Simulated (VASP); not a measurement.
# SnSe in VASP: notebook

One slab, SnSe, is run at these levels: PBEsol, LDA; tasks: relaxation of cell and atoms.

Everything below comes from runs of VASP 6.6.1. Logs are shortened: lines on timing, memory, paths and dates and some standing lists are left out, and cuts for length are marked.

### Step 1. Starting point

The cell holds a slab with vacuum, 4 atoms: a = 4.285 Å, b = 4.285 Å, c = 10.991 Å, α = 90.00°, β = 90.00°, γ = 90.00°.

### Step 2. Relaxation of cell and atoms, PBEsol

The input, INCAR:

```
PREC     = Accurate       # precision mode
ENCUT    = 600            # plane-wave cutoff, eV
EDIFF    = 1E-7           # SCF threshold, eV
ISMEAR   = 0              # smearing method
SIGMA    = 0.02           # smearing width, eV
LREAL    = F              # projectors in reciprocal space
LASPH    = T              # aspherical terms in the spheres
NELM     = 80             # most SCF steps
ALGO     = Normal         # electronic algorithm
ISIF     = 3              # what is computed and relaxed
LWAVE    = F              # write WAVECAR
LCHARG   = F              # write CHGCAR
GGA      = PS             # functional
IBRION   = 2              # ionic algorithm
NSW      = 90             # ionic steps
EDIFFG   = -0.005         # ionic threshold
```

The input, KPOINTS:

```
Automatic mesh
0
Gamma
  6 6 4
```

The input, POSCAR:

```
SnSe
1.0
    4.2853274200      0.0000000000      0.0000000000
    0.0000000000      4.2853274200      0.0000000000
    0.0000000000      0.0000000000     10.9906921300
Sn Se
2 2
Direct
    0.5000000000      0.0000000000      0.3722291100
    0.0000000000      0.5000000000      0.6277708900
    0.5000000000      0.0000000000      0.6160394900
    0.0000000000      0.5000000000      0.3839605100
```

Potentials or basis: VASP PAW PBE potentials, release 64 (Sn_d, Se).

On the command line:

```bash
cat potpaw_PBE.64/Sn_d/POTCAR potpaw_PBE.64/Se/POTCAR > POTCAR
mpirun -np 1 vasp_std > vasp.out
```

OUTCAR:

```text
PREC = Accurate
   ENCUT = 600
   EDIFF = 1E-7
   ISMEAR = 0
   LREAL = F
   LASPH = T
   NELM = 80
   ISIF = 3
   GGA = PS
   IBRION = 2
   NSW = 90
   EDIFFG = -0.005

 ion  position               nearest neighbor table
   1  0.500  0.000  0.372-   3 2.68   4 3.03   4 3.03   4 3.03   4 3.03
   2  0.000  0.500  0.628-   4 2.68   3 3.03   3 3.03   3 3.03   3 3.03
   3  0.500  0.000  0.616-   1 2.68   2 3.03   2 3.03   2 3.03   2 3.03
   4  0.000  0.500  0.384-   2 2.68   1 3.03   1 3.03   1 3.03   1 3.03

  LATTYP: Found a simple tetragonal cell.
 ALAT       =     4.2853274200
 C/A-ratio  =     2.5647263448

  Lattice vectors:

 A1 = (   4.2853274200,   0.0000000000,   0.0000000000)
 A2 = (   0.0000000000,   4.2853274200,   0.0000000000)
 A3 = (   0.0000000000,   0.0000000000,  10.9906921300)

Analysis of symmetry for initial positions (statically):
=====================================================================
 Subroutine PRICEL returns:
 Original cell was already a primitive cell.

 Routine SETGRP: Setting up the symmetry group for a
 simple tetragonal supercell.

 Subroutine GETGRP returns: Found 16 space group operations
 (whereof  8 operations were pure point group operations)
 out of a pool of 16 trial point group operations.

The static configuration has the point symmetry D_2d.
 The point group associated with its full space group is D_4h.

Analysis of symmetry for dynamics (positions and initial velocities):
=====================================================================
 Subroutine PRICEL returns:
 Original cell was already a primitive cell.

 Routine SETGRP: Setting up the symmetry group for a
 simple tetragonal supercell.

 Subroutine GETGRP returns: Found 16 space group operations
 (whereof  8 operations were pure point group operations)
 out of a pool of 16 trial point group operations.

The dynamic configuration has the point symmetry D_2d.
 The point group associated with its full space group is D_4h.

 Subroutine INISYM returns: Found 16 space group operations
 (whereof  8 operations are pure point group operations),
 and found     1 'primitive' translations

----------------------------------------------------------------------------------------

                                     Primitive cell

  volume of cell :     201.8334

  direct lattice vectors                    reciprocal lattice vectors
     4.285327420  0.000000000  0.000000000     0.233354398  0.000000000  0.000000000
     0.000000000  4.285327420  0.000000000     0.000000000  0.233354398  0.000000000
     0.000000000  0.000000000 10.990692130     0.000000000  0.000000000  0.090986081

  length of vectors
     4.285327420  4.285327420 10.990692130     0.233354398  0.233354398  0.090986081

  position of ions in fractional coordinates (direct lattice)
     0.500000000  0.000000000  0.372229110
     0.000000000  0.500000000  0.627770890
     0.500000000  0.000000000  0.616039490
     0.000000000  0.500000000  0.383960510

  ion indices of the primitive-cell ions
   primitive index   ion index
                 1           1
                 2           2
                 3           3
                 4           4

----------------------------------------------------------------------------------------

 KPOINTS: Automatic mesh

Automatic generation of k-mesh.
 Grid dimensions read from file:
 generate k-points for:    6    6    4

 Generating k-lattice:

  Cartesian coordinates                     Fractional coordinates (reciprocal lattice)
     0.038892400  0.000000000  0.000000000     0.166666667  0.000000000  0.000000000
     0.000000000  0.038892400  0.000000000     0.000000000  0.166666667  0.000000000
     0.000000000  0.000000000  0.022746520     0.000000000  0.000000000  0.250000000

  Length of vectors
     0.038892400  0.038892400  0.022746520

  Shift w.r.t. Gamma in fractional coordinates (k-lattice)
     0.000000000  0.000000000  0.000000000

 Subroutine IBZKPT returns following result:
 ===========================================

 Found     30 irreducible k-points:

 Following reciprocal coordinates:
            Coordinates               Weight
  0.000000  0.000000  0.000000      1.000000
  0.166667  0.000000  0.000000      4.000000
  0.333333  0.000000  0.000000      4.000000
  0.500000  0.000000  0.000000      2.000000
  0.166667  0.166667  0.000000      4.000000
  0.333333  0.166667  0.000000      8.000000
[... 16 lines left out ...]
  0.333333  0.000000  0.500000      4.000000
  0.500000  0.000000  0.500000      2.000000
 [... further k-points ...]
   k-points           NKPTS =     30   k-points in BZ     NKDIM =     30   number of bands    NBANDS=     24
   number of dos      NEDOS =    301   number of ions     NIONS =      4
   total plane-waves  NPLWV = 116640
   dimension x,y,z NGX =    36 NGY =   36 NGZ =   90
   dimension x,y,z NGXF=    72 NGYF=   72 NGZF=  180
   ions per type =               2   2
   NGX,Y,Z   is equivalent  to a cutoff of  13.97, 13.97, 13.61 a.u.
   NGXF,Y,Z  is equivalent  to a cutoff of  27.93, 27.93, 27.23 a.u.
 SYSTEM =  unknown system
   PREC   = accura    normal or accurate (medium, high low for compatibility)
   ISTART =      0    job   : 0-new  1-cont  2-samecut
   ICHARG =      2    charge: 1-file 2-atom 10-const
   ISPIN  =      1    spin polarized calculation?
   LNONCOLLINEAR =      F non collinear calculations
   LSORBIT =      F    spin-orbit coupling
   LASPH  =      T    aspherical Exc in radial PAW
   ENCUT  =  600.0 eV  44.10 Ry    6.64 a.u.   8.56  8.56 21.95*2*pi/ulx,y,z
   NELM   =     80;   NELMIN=  2; NELMDL= -5     # of ELM steps
   EDIFF  = 0.1E-06   stopping-criterion for ELM
   LREAL  =      F    real-space projection
   EDIFFG = -.5E-02   stopping-criterion for IOM
   NSW    =     90    number of steps for IOM
   IBRION =      2    ionic relax: 0-MD 1-quasi-New 2-CG
   NFREE  =      1    steps in history (QN), initial steepest desc. (CG)
   ISIF   =      3    stress and relaxation
   ISYM   =      2    0-nonsym 1-usesym 2-fastsym
   POTIM  = 0.5000    time-step for ionic-motion
   TEBEG  =    0.0;   TEEND  =   0.0 temperature during run
   PSTRESS=    0.0 pullay stress
   NELECT =      40.0000    total number of electrons
   NUPDOWN=      -1.0000    fix difference up-down
   EMIN   =  10.00;   EMAX   =-10.00  energy-range for DOS
   EFERMI =   0.00;   METHOD = LEGACY
   ISMEAR =     0;   SIGMA  =   0.02  broadening in eV -4-tet -1-fermi 0-gaus
   EFERMI_NEDOS =   21; number of points for ismear=-14 and -15
   IALGO  =     38    algorithm
   IMIX   =      4    mixing-type and parameters
     AMIX     =   0.40;   BMIX     =  1.00
     AMIX_MAG =   1.60;   BMIX_MAG =  1.00
  volume/ion in A,a.u.               =      50.46       340.51
  Fermi-wavevector in a.u.,A,eV,Ry     =   0.954473  1.803693 12.395171  0.911019
  Thomas-Fermi vector in A             =   2.083223
   LORBIT       =      0    0 simple, 1 ext, 2 COOP (PROOUT), +10 PAW based schemes
   GGA     = PS    functional components
   LHFCALC =     F    Hartree Fock is set to
   AEXX    =    0.0000 exact exchange contribution
   IVDW    =     0    specifies the selected vdW correction
   LEPSILON=     F    determine dielectric tensor
   LRPA    =     F    only Hartree local field effects (RPA)
 conjugate gradient relaxation of ions
 non-spin polarized calculation
 Gauss-broadening in eV      SIGMA  =   0.02
  energy-cutoff  :      600.00
  volume of cell :      201.83
 maximum number of plane-waves:      6767
 NGX is ok and might be reduce to    36
   NGX = 17   NGY = 17   NGZ = 43

--------------------------------------- Ionic step        1  -------------------------------------------

 number of electron      40.0000002 magnetization

 Free energy of the ion-electron system (eV)
  ---------------------------------------------------
  ext. energy  EPLUGINS =         0.00000000
  ---------------------------------------------------
  free energy    TOTEN  =       -17.57173321 eV

  energy without entropy =      -17.57173321  energy(sigma->0) =      -17.57173321

------------------------ aborting loop because EDIFF is reached ----------------------------------------

  FORCE on cell =-STRESS in cart. coord.  units (eV):
  Direction    XX          YY          ZZ          XY          YZ          ZX
  --------------------------------------------------------------------------------------
  -------------------------------------------------------------------------------------
  Total       -1.2093977     -1.2093977     -0.0482082      0.0000000     -0.0000000      0.0000000
  in kB       -9.6003407     -9.6003407     -0.3826822      0.0000000     -0.0000000      0.0000000
  external PRESSURE =      -6.5277879 kB  Pullay stress =       0.0000000 kB
[... 95 lines left out ...]
  FREE ENERGIE OF THE ION-ELECTRON SYSTEM (eV)
  ---------------------------------------------------
  free  energy   TOTEN  =       -17.5886196708 eV

  energy  without entropy=      -17.5886196708  energy(sigma->0) =      -17.58861967

[... ionic steps 4 to 10 ...]

--------------------------------------- Ionic step       11  -------------------------------------------

 number of electron      39.9999993 magnetization

------------------------ aborting loop because EDIFF is reached ----------------------------------------

  FORCE on cell =-STRESS in cart. coord.  units (eV):
  Direction    XX          YY          ZZ          XY          YZ          ZX
  --------------------------------------------------------------------------------------
  -------------------------------------------------------------------------------------
  Total       -0.0179940     -0.0179940      0.0419842      0.0000000     -0.0000000      0.0000000
  in kB       -0.1461493     -0.1461493      0.3410001      0.0000000     -0.0000000      0.0000000
  external PRESSURE =       0.0162338 kB  Pullay stress =       0.0000000 kB
[... 61 lines left out ...]
  energy  without entropy=      -17.6002409192  energy(sigma->0) =      -17.60024092

--------------------------------------- Ionic step       13  -------------------------------------------

 number of electron      39.9999992 magnetization

 Free energy of the ion-electron system (eV)
  ---------------------------------------------------
  ext. energy  EPLUGINS =         0.00000000
  ---------------------------------------------------
  free energy    TOTEN  =       -17.60031915 eV

  energy without entropy =      -17.60031915  energy(sigma->0) =      -17.60031915

 E-fermi :   0.8777     XC(G=0):  -6.1395

 val. band max:        0.7400410495   @ k =   0.3333   0.0000   0.5000
 cond. band min:       2.2216177031   @ k =   0.5000   0.0000   0.0000
 fundamental gap:      1.4815766536
 Fermi energy:         0.8777373965

 k-point     1 :       0.0000    0.0000    0.0000
  band No.  band energies     occupation
      1     -20.3018      2.00000
      2     -20.2894      2.00000
      3     -20.2826      2.00000
      4     -20.2813      2.00000
      5     -20.2724      2.00000
      6     -20.2658      2.00000
[... 637 lines left out ...]
     23       2.7444      0.00000
     24       2.7444      0.00000

 [... further k-points ...]

------------------------ aborting loop because EDIFF is reached ----------------------------------------

  FORCE on cell =-STRESS in cart. coord.  units (eV):
  Direction    XX          YY          ZZ          XY          YZ          ZX
  --------------------------------------------------------------------------------------
  -------------------------------------------------------------------------------------
  Total        0.0015378      0.0015378     -0.0022151      0.0000000      0.0000000      0.0000000
  in kB        0.0124926      0.0124926     -0.0179944      0.0000000      0.0000000      0.0000000
  external PRESSURE =       0.0023303 kB  Pullay stress =       0.0000000 kB
[... 19 lines left out ...]
  FREE ENERGIE OF THE ION-ELECTRON SYSTEM (eV)
  ---------------------------------------------------
  free  energy   TOTEN  =       -17.6003191451 eV

  energy  without entropy=      -17.6003191451  energy(sigma->0) =      -17.60031915

 reached required accuracy - stopping structural energy minimisation
```

It took 28 min on 1 thread of Intel Xeon Platinum 8259CL at 2.50GHz (Skylake/Cascade Lake), shared host; peak memory 0.45 GiB.

What came out:

- Free energy: -17.6003 eV
- Relaxed volume: 49.31 Å³/atom
- Relaxed cell: a = 4.234 Å, b = 4.234 Å, c = 11.004 Å, α = 90.00°, β = 90.00°, γ = 90.00°
- Space group after relaxing (to 0.05 Å): P4/nmm (No. 129)
- Energy gained by relaxing: 7.1 meV/atom
- Ionic steps: 13
- Band gap on the k mesh: 1.48 eV, indirect (least direct gap 1.53 eV)

Forces in eV/Å, atoms in the order of the input:
```
Sn   0.000  0.000 -0.002
Sn   0.000  0.000  0.002
Se   0.000  0.000  0.001
Se   0.000  0.000 -0.001
```

Step by step:
```
step  energy change (eV)  largest force (eV/Å)  pressure (GPa)  volume (Å³)
   1              0.0000                0.0942           -0.65       201.83
   2             -0.0166                0.1394            0.20       195.87
   3             -0.0169                0.1342            0.11       196.50
   4             -0.0185                0.0839            0.00       196.94
   5             -0.0186                0.0990           -0.02       197.03
   6             -0.0201                0.0934           -0.03       197.11
   7             -0.0241                0.0733           -0.05       197.37
   8             -0.0281                0.0275           -0.10       197.87
   9             -0.0283                0.0158           -0.12       197.99
  10             -0.0253                0.0978            0.39       194.87
  11             -0.0286                0.0101            0.00       197.26
  12             -0.0285                0.0146            0.00       197.16
  13             -0.0286                0.0021            0.00       197.23
```

Final structure:
```
CELL_PARAMETERS angstrom
4.23363 0.00000 0.00000
0.00000 4.23363 0.00000
0.00000 0.00000 11.00381
ATOMIC_POSITIONS crystal
Sn 0.50000 0.00000 0.37838
Sn 0.00000 0.50000 0.62162
Se 0.50000 0.00000 0.62320
Se 0.00000 0.50000 0.37680
```

Caveat: the PAW data sets were made with another functional, which shifts forces and pressure a little; spin-orbit coupling is left out, which moves the levels of the heavy elements.

(Part 1 of 2 ends here.)
